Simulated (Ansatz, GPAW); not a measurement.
## CoO: 3 runs at one level of theory

```
CELL_PARAMETERS angstrom
0.00000 2.13150 2.13150
2.13150 0.00000 2.13150
2.13150 2.13150 0.00000
ATOMIC_POSITIONS crystal
Co 0.00000 0.00000 0.00000
O 0.50000 0.50000 0.50000
```

Alike in all runs: task single point; functional PBE; k mesh 11 × 11 × 11; occupations gaussian, width 0.014 eV; collinear spin, ferromagnetic start; no spin-orbit coupling. The measured crystal is an antiferromagnetic insulator; the state found here is the runs' own. Pressure is positive in compression and, in plane waves, holds the error of the finite cutoff, which Ansatz's Pulay term estimates and takes out.

| program and potentials | plane-wave cutoff (eV) | notes | pressure (GPa) | net moment per atom (μB) |
| --- | --- | --- | --- | --- |
| Ansatz, Ansatz PAW | 420 | 11.5 valence electrons an atom on average; Pulay term of +0.74 GPa included | -1.55 | 1.49 |
| Ansatz, all-electron LAPW, scalar-relativistic | - | - | -1.65 | 1.49 |
| GPAW, GPAW PAW data sets (gpaw-data 1.2.1) | 800 | 7.5 valence electrons an atom on average | -1.03 | 1.49 |

The pressure spans -1.65 (Ansatz, all-electron LAPW, scalar-relativistic) to -1.03 GPa (GPAW, GPAW PAW data sets (gpaw-data 1.2.1)), with all-electron results at -1.65. All agree on the net moment per atom. The state is the one that the start led to, which needn't be the lowest.

Differences between rows come from potentials, basis sets and numerical settings, since the functional is the same but for its coding. Runs on potential files found faulty are left out.
